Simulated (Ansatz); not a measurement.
Write the native input for Ansatz 0.2.0 that does the following.

```
Task                                : band structure
Functional                          : r2SCAN
Potentials or basis                 : Ansatz PAW
Cutoff                              : 500 eV (not typed: the program's choice for these potentials)
k mesh                              : 9 × 9 × 5
Occupations                         : fermi-dirac, width 0.05 eV
Spin                                : no spin polarisation
Hubbard terms                       : Hf d U = 4 eV
Path                                : [["G", "M", "K", "G", "A", "L", "H", "A"], ["L", "M"], ["K", "H"]]
Points for each segment of the path : 14
Hubbard projectors                  : ortho-atomic (the default)
Double counting                     : fll (the default)
```

The system is HfC.

```
Hf C
1.0
     3.34287    0.00000    0.00000
    -1.67143    2.89501    0.00000
     0.00000    0.00000    5.20271
Hf C
2 2
Direct
  0.33333 0.66667 0.25000
  0.66667 0.33333 0.75000
  0.00000 0.00000 0.50000
  0.00000 0.00000 0.00000
```

The cell comes from a database or a generator and needn't be the stable form of this composition.

One way to write it, as run:

input.yaml

```yaml
crystal:
  lattice:
    - [3.3428660531, 0.0, 0.0]
    - [-1.6714330265, 2.8950069234, 0.0]
    - [0.0, 0.0, 5.202714]
  atoms:
    - { symbol: Hf, position: [0.3333333333, 0.6666666667, 0.25] }
    - { symbol: Hf, position: [0.6666666667, 0.3333333333, 0.75] }
    - { symbol: C, position: [0.0, 0.0, 0.5] }
    - { symbol: C, position: [0.0, 0.0, 0.0] }
hamiltonian:
  xc: r2scan
  pseudopotentials: { kind: paw }
  hubbard: { sites: [{ species: Hf, l: d, u_eff: 4.0 }] }
kpoints:
  mp_grid: { grid: [9, 9, 5] }
  band_path:
    path:
      - [[0.0, 0.0, 0.0], [0.5, 0.0, 0.0], [0.3333333333, 0.3333333333, 0.0], [0.0, 0.0, 0.0], [0.0, 0.0, 0.5], [0.5, 0.0, 0.5], [0.3333333333, 0.3333333333, 0.5], [0.0, 0.0, 0.5]]
      - [[0.5, 0.0, 0.5], [0.5, 0.0, 0.0]]
      - [[0.3333333333, 0.3333333333, 0.0], [0.3333333333, 0.3333333333, 0.5]]
    npoints: 14
scf:
  occupations: { method: fermi_dirac, width: 0.05 }
  n_extra_bands: 10
output:
  forces: true
  stress: true
  eigenvalues: true
  fatbands: true
```

Potentials or basis: Ansatz PAW.

Run with:

```bash
$ ansatz run input.yaml --threads 2 --pin off --max-ram 5632MiB --backend cpu --events-out ev --progress --plain --runs-dir out
```

Results of the run:

The pressure is 3.2 GPa and the band gap on the k mesh is none (metal or under the smearing width).

Caveat: spin-orbit coupling is left out, which moves the levels of the heavy elements; U without spin polarisation on a metal has little footing; the PAW data sets come from PBE, with cores solved anew for the run's functional, which leaves a small shift of forces and pressure; the U is typed as a test and isn't derived for this compound.

Wall time 15 s on 2 threads of Arm Neoverse V1, on a shared host, peak memory 0.6 GiB.
